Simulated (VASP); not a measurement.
# BaTiO3 (P4mm) in VASP: phonons with r2SCAN

Aim: the phonons of BaTiO3 with r2SCAN.

Everything below comes from runs of VASP 6.6.1. Logs are shortened: lines on timing, memory, paths and dates and some standing lists are left out, and cuts for length are marked.

## 1. Starting point

It takes space group P4mm (No. 99, tetragonal). Conventional cell: a = 4.000 Å, b = 4.000 Å, c = 4.018 Å, α = 90.00°, β = 90.00°, γ = 90.00°. Ba (site symmetry 4mm) has 12 O at 2.79 to 2.88 Å as nearest neighbours. Ti (site symmetry 4mm) is surrounded by 6 O at 1.89 to 2.13 Å. O (site symmetry 4mm) is surrounded by 2 Ti at 1.89 to 2.13 Å. O (site symmetry 2mm) has 2 Ti at 2.00 Å as nearest neighbours.

## 2. Phonons, r2SCAN

File POSCAR:

```
BaTiO3
1.0
    3.9998000000      0.0000000000      0.0000000000
    0.0000000000      3.9998000000      0.0000000000
    0.0000000000      0.0000000000      4.0180000000
Ba Ti O
1 1 3
Direct
    0.0000000000      0.0000000000      0.0000000000
    0.5000000000      0.5000000000      0.4900000000
    0.5000000000      0.5000000000      0.0190000000
    0.5000000000      0.0000000000      0.5170000000
    0.0000000000      0.5000000000      0.5170000000
```

File INCAR.step1:

```
SYSTEM = BaTiO3
PREC = Accurate
ENCUT = 600
EDIFF = 1E-8
ISMEAR = 0
SIGMA = 0.02
LREAL = .False.
LASPH = .True.
NELM = 100
ALGO = Normal
ISIF = 3
LWAVE = .False.
LCHARG = .False.
METAGGA = R2SCAN
LMIXTAU = .True.
IBRION = 2
NSW = 40
EDIFFG = -0.002
```

File INCAR.step2:

```
SYSTEM = BaTiO3
PREC = Accurate
ENCUT = 600
EDIFF = 1E-8
ISMEAR = 0
SIGMA = 0.02
LREAL = .False.
LASPH = .True.
NELM = 100
ALGO = Normal
ISIF = 2
LWAVE = .False.
LCHARG = .False.
METAGGA = R2SCAN
LMIXTAU = .True.
IBRION = 6
NFREE = 2
POTIM = 0.015
NSW = 1
```

File KPOINTS:

```
Automatic mesh
0
Gamma
  6 6 6
  0 0 0
```

Potentials or basis: VASP PAW PBE potentials, release 64 (Ba_sv, Ti_sv, O).

Run with:

```sh
> cat potpaw_PBE.64/Ba_sv/POTCAR potpaw_PBE.64/Ti_sv/POTCAR potpaw_PBE.64/O/POTCAR > POTCAR
> cp INCAR.step1 INCAR
> mpirun -np 1 vasp_std > vasp.out
> cp CONTCAR POSCAR
> cp INCAR.step2 INCAR
> mpirun -np 1 vasp_std > vasp.out
```

OUTCAR:

```text
SYSTEM = BaTiO3
   PREC = Accurate
   ENCUT = 600
   EDIFF = 1E-8
   ISMEAR = 0
   LREAL = .False.
   LASPH = .True.
   NELM = 100
   ISIF = 2
   METAGGA = R2SCAN
   IBRION = 6
   NFREE = 2
   POTIM = 0.015
   NSW = 1

 ion  position               nearest neighbor table
   1  0.000  0.000  0.997-   4 2.81   5 2.81   5 2.81   4 2.81   3 2.82   3 2.82   3 2.82   3 2.82
                             4 2.92   5 2.92   5 2.92   4 2.92   2 3.45   2 3.45   2 3.45   2 3.45
   2  0.500  0.500  0.479-   3 1.84   4 2.00   5 2.00   4 2.00   5 2.00   3 2.28   1 3.45   1 3.45
                             1 3.45   1 3.45   1 3.53   1 3.53   1 3.53   1 3.53
   3  0.500  0.500  0.033-   2 1.84   2 2.28   1 2.82   1 2.82   1 2.82   1 2.82
   4  0.500  0.000  0.517-   2 2.00   2 2.00   1 2.81   1 2.81   1 2.92   1 2.92
   5  0.000  0.500  0.517-   2 2.00   2 2.00   1 2.81   1 2.81   1 2.92   1 2.92

  LATTYP: Found a simple tetragonal cell.
 ALAT       =     3.9871034101
 C/A-ratio  =     1.0323216875

  Lattice vectors:

 A1 = (   3.9871034101,   0.0000000000,   0.0000000000)
 A2 = (   0.0000000000,   3.9871034101,   0.0000000000)
 A3 = (   0.0000000000,   0.0000000000,   4.1159733204)

Analysis of symmetry for initial positions (statically):
=====================================================================
 Subroutine PRICEL returns:
 Original cell was already a primitive cell.

 Routine SETGRP: Setting up the symmetry group for a
 simple tetragonal supercell.

 Subroutine GETGRP returns: Found  8 space group operations
 (whereof  8 operations were pure point group operations)
 out of a pool of 16 trial point group operations.

The static configuration has the point symmetry C_4v.

Analysis of symmetry for dynamics (positions and initial velocities):
=====================================================================
 Subroutine PRICEL returns:
 Original cell was already a primitive cell.

 Routine SETGRP: Setting up the symmetry group for a
 simple tetragonal supercell.

 Subroutine GETGRP returns: Found  8 space group operations
 (whereof  8 operations were pure point group operations)
 out of a pool of 16 trial point group operations.

The dynamic configuration has the point symmetry C_4v.

 Subroutine INISYM returns: Found  8 space group operations
 (whereof  8 operations are pure point group operations),
 and found     1 'primitive' translations

----------------------------------------------------------------------------------------

                                     Primitive cell

  volume of cell :      65.4316

  direct lattice vectors                    reciprocal lattice vectors
     3.987103410  0.000000000  0.000000000     0.250808644  0.000000000  0.000000000
     0.000000000  3.987103410  0.000000000     0.000000000  0.250808644  0.000000000
     0.000000000  0.000000000  4.115973320     0.000000000  0.000000000  0.242955899

  length of vectors
     3.987103410  3.987103410  4.115973320     0.250808644  0.250808644  0.242955899

  position of ions in fractional coordinates (direct lattice)
     0.000000000  0.000000000  0.997219702
     0.500000000  0.500000000  0.479149214
     0.500000000  0.500000000  0.033216268
     0.500000000  0.000000000  0.516707408
     0.000000000  0.500000000  0.516707408

  ion indices of the primitive-cell ions
   primitive index   ion index
                 1           1
                 2           2
                 3           3
                 4           4
                 5           5

----------------------------------------------------------------------------------------

 KPOINTS: Automatic mesh

Automatic generation of k-mesh.
 Grid dimensions read from file:
 generate k-points for:    6    6    6

 Generating k-lattice:

  Cartesian coordinates                     Fractional coordinates (reciprocal lattice)
     0.041801441  0.000000000  0.000000000     0.166666667  0.000000000  0.000000000
     0.000000000  0.041801441  0.000000000     0.000000000  0.166666667  0.000000000
     0.000000000  0.000000000  0.040492650     0.000000000  0.000000000  0.166666667

  Length of vectors
     0.041801441  0.041801441  0.040492650

  Shift w.r.t. Gamma in fractional coordinates (k-lattice)
     0.000000000  0.000000000  0.000000000

 Subroutine IBZKPT returns following result:
[... 41 lines left out ...]
   ISTART =      0    job   : 0-new  1-cont  2-samecut
   ICHARG =      2    charge: 1-file 2-atom 10-const
   ISPIN  =      1    spin polarized calculation?
   LNONCOLLINEAR =      F non collinear calculations
   LSORBIT =      F    spin-orbit coupling
   LASPH  =      T    aspherical Exc in radial PAW
   ENCUT  =  600.0 eV  44.10 Ry    6.64 a.u.   7.96  7.96  8.22*2*pi/ulx,y,z
   NELM   =    100;   NELMIN=  2; NELMDL=  0     # of ELM steps
   EDIFF  = 0.1E-07   stopping-criterion for ELM
   LREAL  =      F    real-space projection
   EDIFFG = 0.1E-06   stopping-criterion for IOM
   NSW    =     97    number of steps for IOM
   IBRION =      6    ionic relax: 0-MD 1-quasi-New 2-CG
   NFREE  =      2    steps in history (QN), initial steepest desc. (CG)
   ISIF   =      2    stress and relaxation
   ISYM   =      2    0-nonsym 1-usesym 2-fastsym
   POTIM  = 0.0150    time-step for ionic-motion
   TEBEG  =    0.0;   TEEND  =   0.0 temperature during run
   PSTRESS=    0.0 pullay stress
   NELECT =      40.0000    total number of electrons
   NUPDOWN=      -1.0000    fix difference up-down
   EMIN   =  10.00;   EMAX   =-10.00  energy-range for DOS
   EFERMI =   0.00;   METHOD = LEGACY
   ISMEAR =     0;   SIGMA  =   0.02  broadening in eV -4-tet -1-fermi 0-gaus
   EFERMI_NEDOS =   21; number of points for ismear=-14 and -15
   IALGO  =     38    algorithm
   IMIX   =      4    mixing-type and parameters
     AMIX     =   0.40;   BMIX     =  1.00
     AMIX_MAG =   1.60;   BMIX_MAG =  1.00
  volume/ion in A,a.u.               =      13.09        88.31
  Fermi-wavevector in a.u.,A,eV,Ry     =   1.389416  2.625616 26.265734  1.930477
  Thomas-Fermi vector in A             =   2.513449
   LORBIT       =      0    0 simple, 1 ext, 2 COOP (PROOUT), +10 PAW based schemes
   METAGGA = R2SCAN    functional components
   LHFCALC =     F    Hartree Fock is set to
   AEXX    =    0.0000 exact exchange contribution
   IVDW    =     0    specifies the selected vdW correction
   LEPSILON=     F    determine dielectric tensor
   LRPA    =     F    only Hartree local field effects (RPA)
 finite differences with symmetry
 non-spin polarized calculation
 Gauss-broadening in eV      SIGMA  =   0.02
  energy-cutoff  :      600.00
  volume of cell :       65.43
 maximum number of plane-waves:      2224
 NGX is ok and might be reduce to    32
   NGX = 15   NGY = 15   NGZ = 17

--------------------------------------- Ionic step        1  -------------------------------------------

 number of electron      39.9999991 magnetization

 Free energy of the ion-electron system (eV)
  ---------------------------------------------------
  ext. energy  EPLUGINS =         0.00000000
  ---------------------------------------------------
  free energy    TOTEN  =       -74.27326411 eV

  energy without entropy =      -74.27326411  energy(sigma->0) =      -74.27326411

------------------------ aborting loop because EDIFF is reached ----------------------------------------

  FORCE on cell =-STRESS in cart. coord.  units (eV):
  Direction    XX          YY          ZZ          XY          YZ          ZX
  --------------------------------------------------------------------------------------
  -------------------------------------------------------------------------------------
  Total       -0.0039022     -0.0039022     -0.0080957      0.0000000      0.0000000      0.0000000
  in kB       -0.0955498     -0.0955498     -0.1982348      0.0000000      0.0000000      0.0000000
  external PRESSURE =      -0.1297781 kB  Pullay stress =       0.0000000 kB
[... 98 lines left out ...]
  FREE ENERGIE OF THE ION-ELECTRON SYSTEM (eV)
  ---------------------------------------------------
  free  energy   TOTEN  =       -74.2724957450 eV

  energy  without entropy=      -74.2724957450  energy(sigma->0) =      -74.27249575

[... ionic steps 4 to 16 ...]

--------------------------------------- Ionic step       17  -------------------------------------------

 number of electron      39.9999991 magnetization

------------------------ aborting loop because EDIFF is reached ----------------------------------------
[... 73 lines left out ...]
--------------------------------------- Ionic step       19  -------------------------------------------

 number of electron      39.9999990 magnetization

 Free energy of the ion-electron system (eV)
  ---------------------------------------------------
  ext. energy  EPLUGINS =         0.00000000
  ---------------------------------------------------
  free energy    TOTEN  =       -74.27258112 eV

  energy without entropy =      -74.27258112  energy(sigma->0) =      -74.27258112

 E-fermi :   3.7501     XC(G=0): -11.7866

 val. band max:        3.5216087600   @ k =   0.5000   0.5000   0.5000
 cond. band min:       5.7020182415   @ k =   0.0000   0.0000   0.0000
 fundamental gap:      2.1804094815
 Fermi energy:         3.7500606340

 k-point     1 :       0.0000    0.0000    0.0000
  band No.  band energies     occupation
      1     -55.3312      2.00000
      2     -30.5817      2.00000
      3     -30.4816      2.00000
      4     -30.4808      2.00000
      5     -22.1906      2.00000
      6     -14.4407      2.00000
[... 637 lines left out ...]
     23       7.6076      0.00000
     24       8.6158      0.00000

 [... further k-points ...]
[... 5 lines left out ...]
  --------------------------------------------------------------------------------------
  -------------------------------------------------------------------------------------
  Total       -0.0248517      0.0459875     -0.0048366      0.0000000      0.0000000      0.0000000
  in kB       -0.6085264      1.1260636     -0.1184310      0.0000000      0.0000000      0.0000000
  external PRESSURE =       0.1330354 kB  Pullay stress =       0.0000000 kB
[... 20 lines left out ...]
  FREE ENERGIE OF THE ION-ELECTRON SYSTEM (eV)
  ---------------------------------------------------
  free  energy   TOTEN  =       -74.2725811196 eV

  energy  without entropy=      -74.2725811196  energy(sigma->0) =      -74.27258112

 INTERNAL STRAIN TENSORS FROM DISPLACED ATOMS
 ============================================

 INTERNAL STRAIN TENSOR FOR ION    1 for displacements in x,y,z  (eV/Angst):
          X           Y           Z          XY          YZ          ZX
  --------------------------------------------------------------------------------
  x     0.00000     0.00000     0.00000     0.00000     0.00000    -0.33328
  y     0.00000     0.00000     0.00000     0.00000    -0.33326     0.00000
  z    -0.27711    -0.27711    -1.93029     0.00000     0.00000     0.00000

 INTERNAL STRAIN TENSOR FOR ION    5 for displacements in x,y,z  (eV/Angst):
          X           Y           Z          XY          YZ          ZX
  --------------------------------------------------------------------------------
  x     0.00000     0.00000     0.00000     0.00000     0.00000    -0.68372
  y     0.00000     0.00000     0.00000     0.00000     1.40501     0.00000
  z    -3.35229     1.45255    -0.19186     0.00000     0.00000     0.00000

 Eigenvectors and eigenvalues of the dynamical matrix
 ----------------------------------------------------

   1 f  =   16.246094 THz   102.077221 2PiTHz  541.911374 cm-1    67.188417 meV
             X         Y         Z           dx          dy          dz
      0.000000  0.000000  4.104530     0.000000   -0.000000   -0.000084
      1.993552  1.993552  1.972165    -0.000000   -0.000000    0.167892
      1.993552  1.993552  0.136717     0.000000    0.000000   -0.889795
      1.993552  0.000000  2.126754     0.000000   -0.000000    0.300065
      0.000000  1.993552  2.126754    -0.000000    0.000000    0.300065
[... 105 lines left out ...]
  15 f/i=    3.721395 THz    23.382215 2PiTHz  124.132379 cm-1    15.390447 meV
             X         Y         Z           dx          dy          dz
      0.000000  0.000000  4.104530    -0.003406    0.000450   -0.000000
      1.993552  1.993552  1.972165    -0.682014    0.090025    0.000000
      1.993552  1.993552  0.136717     0.234844   -0.030999   -0.000000
      1.993552  0.000000  2.126754     0.353077   -0.076730    0.000000
      0.000000  1.993552  2.126754     0.581296   -0.046606   -0.000000

 ELASTIC MODULI CONTR FROM IONIC RELAXATION (kBar)
 Direction    XX          YY          ZZ          XY          YZ          ZX
 --------------------------------------------------------------------------------
 XX         -80.5975     27.0613   -187.8916      0.0000     -0.0000      0.0000
 YY          27.0613    -80.5975   -187.8916      0.0000      0.0000     -0.0000
 ZZ        -187.8916   -187.8916  -1740.9990      0.0000      0.0000      0.0000
 XY           0.0000      0.0000      0.0000      0.0000      0.0000      0.0000
 YZ          -0.0000      0.0000      0.0000      0.0000    -20.2975     -0.0000
 ZX           0.0000     -0.0000      0.0000      0.0000     -0.0000    -20.2988
 --------------------------------------------------------------------------------
```

Wall time 82 min (1 thread of Intel Xeon Platinum 8488C (Sapphire Rapids), shared host); peak memory 0.44 GiB.

Results:

- Relaxed volume: 13.09 Å³/atom
- Relaxed cell: a = 3.987 Å, b = 3.987 Å, c = 4.116 Å, α = 90.00°, β = 90.00°, γ = 90.00°
- Space group after relaxing (to 0.05 Å): P4mm (No. 99)
- Highest phonon frequency at Γ, LO-TO splitting left out: 542 cm⁻¹
- Most unstable mode: 124i cm⁻¹

Step by step:
```
step  energy change (eV)  largest force (eV/Å)  pressure (GPa)  volume (Å³)
   1              0.0000                0.3073            1.04        64.28
   2             -0.0075                0.2270           -0.78        65.06
   3             -0.0077                0.2152           -1.06        65.18
   4             -0.0126                0.1177           -0.04        64.99
   5             -0.0128                0.0970            0.20        64.95
   6             -0.0146                0.0778            0.19        65.03
   7             -0.0166                0.0976            0.22        65.19
   8             -0.0167                0.1060            0.23        65.22
   9             -0.0175                0.0725           -0.28        65.49
  10             -0.0176                0.0680           -0.35        65.53
  11             -0.0179                0.0662            0.24        65.37
  12             -0.0180                0.0511            0.06        65.42
  13             -0.0181                0.0195           -0.01        65.43
  14             -0.0181                0.0024            0.01        65.42
  15             -0.0181                0.0031            0.01        65.42
  16             -0.0181                0.0023           -0.01        65.44
  17             -0.0181                0.0025           -0.01        65.43
  18             -0.0181                0.0022           -0.01        65.43
  19             -0.0181                0.0015            0.00        65.43
```

Final structure:
```cif
data_structure
_symmetry_space_group_name_H-M 'P 1'
_symmetry_Int_Tables_number 1
_cell_length_a 3.9871
_cell_length_b 3.9871
_cell_length_c 4.1160
_cell_angle_alpha 90.000
_cell_angle_beta 90.000
_cell_angle_gamma 90.000
_cell_volume 65.43
loop_
_atom_site_label
_atom_site_type_symbol
_atom_site_fract_x
_atom_site_fract_y
_atom_site_fract_z
_atom_site_occupancy
Ba1 Ba 0.00000 0.00000 0.99722 1
Ti1 Ti 0.50000 0.50000 0.47915 1
O1 O 0.50000 0.50000 0.03322 1
O2 O 0.50000 0.00000 0.51671 1
O3 O 0.00000 0.50000 0.51671 1
```

Phonon frequencies in cm⁻¹ (negative: imaginary):
| q point | frequencies |
| --- | --- |
| (0.000, 0.000, 0.000) | -124 -124 -1 -1 0 173 180 180 299 309 309 351 471 471 542 |

Caveat: some modes are imaginary; the PAW data sets were made with another functional, which shifts forces and pressure a little. Spin-orbit coupling is left out, which matters for the levels of Ba.
